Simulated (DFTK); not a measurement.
# NiO (Fm-3m) in DFTK: a series of runs, part 2 of 2

DFTK 0.8.2.

**11. Band structure, PBE, collinear spin, ferromagnetic start**

Input file run.jl:

```julia
using DFTK
using PseudoPotentialData
using Unitful, UnitfulAtomic
using LinearAlgebra, Printf
include("save.jl")
disable_threading()

lines     = readlines("NiO.xyz")
cell_ang  = reshape(parse.(Float64, split(match(r"Lattice=\"([^\"]+)\"", lines[2])[1])), 3, 3)
lattice   = austrip(1u"Å") * cell_ang
symbols   = [Symbol(split(l)[1]) for l in lines[3:end]]
positions = [round.(cell_ang \ parse.(Float64, split(l)[2:4]); digits=9) for l in lines[3:end]]
pseudopotentials = Dict(:Ni => "Ni.upf", :O => "O.upf")
elements = Dict(s => ElementPsp(s, pseudopotentials; rcut=10.0) for s in unique(symbols))
atoms    = [elements[s] for s in symbols]
magnetic_moments = [1.0, 0.0]

build_model(lattice, positions; symmetries=true) =
    model_DFT(lattice, atoms, positions;
              functionals=PBE(),
              magnetic_moments,
              spin_polarization=:collinear,
              temperature=austrip(0.05u"eV"),
              smearing=Smearing.FermiDirac(),
              symmetries)
Ecut  = 45.0  # hartree
kgrid = [10, 10, 10]
tol   = 1e-6
to_GPa = ustrip(uconvert(u"GPa", 1u"hartree/bohr^3"))

model = build_model(lattice, positions)
basis = PlaneWaveBasis(model; Ecut, kgrid)
display(basis)
scfres = self_consistent_field(basis;
                               tol,
                               ρ=guess_density(basis, magnetic_moments),
                               nbandsalg=AdaptiveBands(model; n_bands_converge=17))
display(scfres.energies)
@printf "Fermi level: %.6f eV\n" ustrip(auconvert(u"eV", something(scfres.εF, NaN)))
forces = compute_forces_cart(scfres)
println("Forces (eV/Å)")
for (s, f) in zip(symbols, forces)
    @printf "%-3s %12.6f %12.6f %12.6f\n" s ustrip.(auconvert.(u"eV/Å", f))...
end
stress = compute_stresses_cart(scfres)
println("Stress (GPa)")
display(round.(stress * to_GPa; digits=4))
@printf "Total moment: %.4f μB\n" sum(spin_density(scfres.ρ)) * scfres.basis.dvol
println("Levels at the first k-point (eV): ", round.(ustrip.(auconvert.(u"eV", scfres.eigenvalues[1][1:scfres.n_bands_converge])); digits=4))
save_scf!(scfres; forces, stress)

points = Dict("G" => [0.0, 0.0, 0.0], "K" => [0.375, 0.375, 0.75], "L" => [0.5, 0.5, 0.5], "U" => [0.625, 0.25, 0.625], "W" => [0.5, 0.25, 0.75], "X" => [0.5, 0.0, 0.5])
segments = [("G", "X", 7), ("X", "W", 4), ("W", "K", 3), ("K", "G", 7), ("G", "L", 6), ("L", "U", 4), ("U", "W", 3), ("W", "L", 5), ("L", "K", 4), ("U", "X", 3)]
kcoords = vcat([[points[a] + t * (points[b] - points[a]) for t in range(0, 1, n)] for (a, b, n) in segments]...)
bands = compute_bands(scfres, ExplicitKpoints(kcoords); n_bands=19, tol=1e-5)
for (k, ε) in zip(bands.basis.kpoints, bands.eigenvalues)
    @printf "%d %8.4f %8.4f %8.4f " k.spin k.coordinate...
    println(join([@sprintf("%9.4f", e) for e in ustrip.(auconvert.(u"eV", ε .- scfres.εF))]))
end
results["band_energies"] = rows(bands.eigenvalues); results["band_kpoints"] = rows(kcoords)
```

Input file NiO.xyz:

```xyz
2
Lattice="0.0000000000 2.0859016414 2.0859016414 2.0859016414 0.0000000000 2.0859016414 2.0859016414 2.0859016414 0.0000000000" Properties=species:S:1:pos:R:3 pbc="T T T"
Ni     0.0000000000      0.0000000000      0.0000000000
O      2.0859016414      2.0859016414      2.0859016414
```

Potentials or basis: SPMS 1.0 (PBE).

Command:

```
julia --threads=1 run.jl  # save.jl only writes the numbers to a file and isn't shown; printed stress counts tension as positive; times include loading and compiling
```

The log of the run:

```text
PlaneWaveBasis discretization:

    Ecut                 : 45.0 Ha
    fft_size             : (36, 36, 36), 46656 total points
    kgrid                : MonkhorstPack([10, 10, 10])
    num.   red. kpoints  : 1000
    num. irred. kpoints  : 47

    Discretized Model(gga_x_pbe+gga_c_pbe, 3D):
        lattice (in Bohr)    : [0         , 3.94178   , 3.94178   ]
                               [3.94178   , 0         , 3.94178   ]
                               [3.94178   , 3.94178   , 0         ]
        unit cell volume     : 122.49 Bohr³

        atoms                : NiO
[... 43 lines left out ...]

    total               -172.768274494333
Fermi level: 9.659273 eV
Forces (eV/Å)
Ni      0.000000    -0.000000     0.000000
O       0.000000     0.000000    -0.000000
Stress (GPa)
3×3 StaticArraysCore.SMatrix{3, 3, Float64, 9} with indices SOneTo(3)×SOneTo(3):
 -2.8845   0.0      0.0
  0.0     -2.8845   0.0
  0.0      0.0     -2.8845
Total moment: 1.6117 μB
Levels at the first k-point (eV): [-94.3312, -54.9317, -54.9317, -54.9317, -10.6548, 6.6407, 6.6407, 6.6575, 6.6575, 6.6575, 7.1787, 7.1787, 7.1787, 11.3622, 27.6463, 28.6857, 28.6857]
1   0.0000   0.0000   0.0000 -103.9905 -64.5909 -64.5909 -64.5909 -20.3141  -3.0186  -3.0186  -3.0018  -3.0018  -3.0018  -2.4806  -2.4806  -2.4806   1.7029  17.9870  19.0265  19.0265  19.0265  22.3935
1   0.0833   0.0000   0.0833 -103.9902 -64.5929 -64.5917 -64.5917 -20.2106  -4.3729  -3.3592  -3.3592  -2.9962  -2.5412  -2.1109  -2.1109  -2.0640   2.3684  16.3651  18.2625  18.2625  19.8901  21.1789
1   0.1667   0.0000   0.1667 -103.9896 -64.5981 -64.5939 -64.5939 -19.9306  -5.6760  -3.7919  -3.7919  -2.9347  -2.7056  -1.6671  -1.6671  -1.6252   3.8974  14.8062  16.3516  17.2415  17.2415  24.3095
1   0.2500   0.0000   0.2500 -103.9886 -64.6052 -64.5968 -64.5968 -19.5591  -6.5902  -4.0905  -4.0905  -2.9272  -2.8501  -1.4860  -1.4076  -1.4076   5.4821  13.2916  13.6745  16.6626  16.6626  27.3195
1   0.3333   0.0000   0.3333 -103.9877 -64.6122 -64.5997 -64.5997 -19.2104  -6.9894  -4.2411  -4.2411  -3.1454  -2.7649  -1.6033  -1.3569  -1.3569   6.4445  11.3116  12.9227  16.5402  16.5402  28.5011
1   0.4167   0.0000   0.4167 -103.9870 -64.6173 -64.6019 -64.6019 -18.9773  -6.9696  -4.2847  -4.2847  -3.3029  -2.7021  -1.9231  -1.4229  -1.4229   6.4954  10.6875  12.4972  16.6584  16.6584  28.8419
[... 84 lines left out ...]
2   0.5625   0.1250   0.5625 -102.8712 -63.1190 -63.1045 -63.1017 -18.3730  -6.4537  -4.6329  -4.0521  -2.1934  -0.6580  -0.6004   0.0991   0.3395   7.1940  10.9665  12.0538  16.8590  17.5672  28.9488
2   0.5000   0.0000   0.5000 -102.8712 -63.1203 -63.1024 -63.1024 -18.4017  -6.5536  -3.8522  -3.8522  -2.6927  -0.6243  -0.6243  -0.2683   0.2702   6.7167  10.9990  12.5928  17.0889  17.0889  29.1396
```

Wall time 3.8 min (1 thread of Intel Xeon 6975P-C (Granite Rapids), shared host); peak memory 2 GiB.

What came out:

| Property | Result |
| --- | --- |
| Free energy | -4701.2642 eV |
| Pressure | 2.9 GPa |
| Band gap on the k mesh | none (metal or under the smearing width) |
| Net moment | 1.61 μB per cell |
| Absolute moment | 1.62 μB per cell |
| Site moments | Ni +1.33; O +0.28 μB |

Levels at the corners of the path, in eV from the Fermi level:
Spin up:
```csv
point,band 11,band 12,band 13,band 14,band 15,band 16
Γ,-2.48,-2.48,-2.48,1.70,17.99,19.03
X,-2.12,-1.47,-1.47,6.36,10.65,12.36
W,-1.75,-1.47,-1.14,8.65,10.78,10.78
K,-1.59,-1.37,-1.08,7.98,10.44,10.61
Γ,-2.48,-2.48,-2.48,1.70,17.99,19.03
L,-1.26,0.36,0.36,5.75,10.08,14.20
U,-1.59,-1.37,-1.08,7.98,10.44,10.61
W,-1.75,-1.47,-1.14,8.65,10.78,10.78
L,-1.26,0.36,0.36,5.75,10.08,14.20
K,-1.59,-1.37,-1.08,7.98,10.44,10.61
U,-1.59,-1.37,-1.08,7.98,10.44,10.61
X,-2.12,-1.47,-1.47,6.36,10.65,12.36
```
Spin down:
| point | band 9 | band 10 | band 11 | band 12 | band 13 | band 14 |
| --- | --- | --- | --- | --- | --- | --- |
| Γ | -1.71 | -1.71 | -1.71 | -0.69 | -0.69 | 2.01 |
| X | -2.69 | -0.62 | -0.62 | -0.27 | 0.27 | 6.72 |
| W | -0.97 | -0.97 | -0.62 | 0.14 | 0.90 | 9.11 |
| K | -1.54 | -0.76 | -0.54 | 0.41 | 0.91 | 8.36 |
| Γ | -1.71 | -1.71 | -1.71 | -0.69 | -0.69 | 2.01 |
| L | -0.84 | -0.84 | -0.46 | 2.13 | 2.13 | 5.90 |
| U | -1.54 | -0.76 | -0.54 | 0.41 | 0.91 | 8.36 |
| W | -0.97 | -0.97 | -0.62 | 0.14 | 0.90 | 9.11 |
| L | -0.84 | -0.84 | -0.46 | 2.13 | 2.13 | 5.90 |
| K | -1.54 | -0.76 | -0.54 | 0.41 | 0.91 | 8.36 |
| U | -1.54 | -0.76 | -0.54 | 0.41 | 0.91 | 8.36 |
| X | -2.69 | -0.62 | -0.62 | -0.27 | 0.27 | 6.72 |

Caveat: a cell with one magnetic atom can't hold antiferromagnetic order, which such compounds often take; semilocal functionals often make such compounds metallic where correlation or magnetic order opens a gap, which also shifts bond lengths.

**12. How close it comes**

Step 11. Against the measured gap of NiO, 4.3 eV (quoted in “Local correlations, non-local screening, multiplets, and band formation in NiO”, 2012, arxiv:1210.6675), the calculated 0.00 eV is off by -4.30 eV. So large a miss can be the level of theory's own, or it may mean another phase, state or a wrong row. The value is that of PBE on a finite k mesh, which can miss the band edges, without temperature or zero-point motion. Semilocal functionals fall short of measured gaps as a rule. The run's magnetic order (collinear spin, ferromagnetic start) needn't be the measured crystal's.
